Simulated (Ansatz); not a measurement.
Computed with DFT PBE, scalar-relativistic, plane waves, PAW (Ansatz 0.2.0). Settings: cutoff 420 eV, Γ-centred meshes spaced at most about 0.3 Å⁻¹ (2π included), Gaussian smearing. No spin polarisation.

Temperature and zero-point effects are left out.

Two relaxed structures of AlGa2N3:

A.

```
Al Ga N
1.0
    -1.48610    1.48610    6.32112
     1.48610   -1.48610    6.32112
     1.48610    1.48610   -6.32112
Al Ga N
1 2 3
Direct
  0.00000 0.00000 0.00000
  0.66578 0.66578 0.00000
  0.33422 0.33422 0.00000
  0.16334 0.16334 0.00000
  0.83666 0.83666 0.00000
  0.50000 0.50000 0.00000
```

B.

```
Al Ga N
1.0
    -1.59232    1.59232    6.73581
     1.59232   -1.59232    6.73581
     1.59232    1.59232   -6.73581
Al Ga N
1 2 3
Direct
  0.50000 0.50000 0.00000
  0.83539 0.83539 0.00000
  0.16461 0.16461 0.00000
  0.42152 0.92152 0.50000
  0.07848 0.57848 0.50000
  0.75000 0.25000 0.50000
```

Question: Which form is favoured at zero pressure, and by what margin per atom?

Answer: B is lower, by 0.39 eV/atom. A has Al and Ga ordered on rock salt sites, space group I4/mmm (No. 139), 9.3 Å³/atom and a gap of 1.17 eV on its mesh; B has Al and Ga ordered on zinc blende sites, space group I-4m2 (No. 119), 11.4 Å³/atom and a gap of 2.24 eV. Counting N atoms around Al and Ga (those within 1.25 times the shortest such distance or 1.15 times the sum of covalent radii, 1.27 where that leaves under three), A has Al 6, Ga 6 and B has Al 4, Ga 4. The lower one is the more open, so pressure narrows the difference. In A, Al is surrounded by 6 N at 2.07–2.10 Å; Ga has 6 N at 2.10–2.16 Å; N on a site of symmetry 4mm has 1 Al at 2.07 Å and 5 Ga at 2.10–2.16 Å; 1 more site not described. In B, Al is surrounded by 4 N at 1.91 Å; Ga has 4 N at 1.96–1.97 Å; N on a site of symmetry 2mm is surrounded by 2 Al at 1.91 Å and 2 Ga at 1.97 Å; 1 more site not described. Both come from invented guesses. Shaken at random and relaxed again, B came back. Checks on B: no imaginary mode at Γ (other wave vectors untested).

Kohn–Sham gaps at this level usually fall short of measured ones. Cells without such a test can be saddle points.
